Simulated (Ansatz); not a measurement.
# Strained layers on ZnS(001)

Plane-wave DFT in Ansatz, PBEsol, scalar-relativistic PAW potentials, cutoff 420 eV, no spin-orbit coupling; no spin polarisation. Relaxed cubic crystals, elastic constants with ions relaxed. The substrate, ZnS (F-43m), has a = 5.356 Å.

```tsv
film	a (Å)	C11 (GPa)	C12 (GPa)
Si (Fd-3m)	5.434	156.6	62.4
ZnSe (F-43m)	5.633	89.2	53.2
GaP (F-43m)	5.438	134.8	60.2
```

Question: For coherent growth on (001), give the strains, the film stress and the thickness at which misfit dislocations become favourable.

Answer: In the plane ε∥ = a_s/a − 1; free along the normal, ε⊥ = −(2C12/C11) ε∥; the stress is Mε∥ with M = C11 + C12 − 2C12²/C11 (tension positive). For 60° dislocations (b = a/√2, ν = C12/(C11 + C12)) the Matthews–Blakeslee balance for one layer on a thick substrate is h = b(1 − ν/4)(ln(h/b) + 1)/(4π|ε∥|(1 + ν)).
| film | ε∥ (%) | ε⊥ (%) | M (GPa) | stress (GPa) | h_c (nm) |
| --- | --- | --- | --- | --- | --- |
| Si (Fd-3m) | -1.44 | +1.14 | 169 | -2.4 | 5.7 |
| ZnSe (F-43m) | -4.92 | +5.87 | 79 | -3.9 | 0.6 |
| GaP (F-43m) | -1.51 | +1.35 | 141 | -2.1 | 5.1 |

h_c falls faster than 1/|ε∥|, owing to the logarithm, and depends on stiffness only through ν, since the film's and the dislocation's energy both scale with the shear modulus. It is an isotropic equilibrium estimate: cool growth keeps films coherent beyond it, large misfits give islands first, linear elasticity loses accuracy past a few per cent, and values of a few b mean that hardly any coherent film forms. The misfits are those of this functional at 0 K and can differ from measured ones by up to about one per cent of strain, enough to change h_c of Si (Fd-3m), GaP (F-43m) severalfold. Interfaces between crystals of different valence carry charges of their own.

Cost: about 5.3 core-minutes for the runs cited, on Arm Neoverse V2, Intel Xeon Platinum 8259CL (Skylake/Cascade Lake), Arm Neoverse V1 (shared hosts).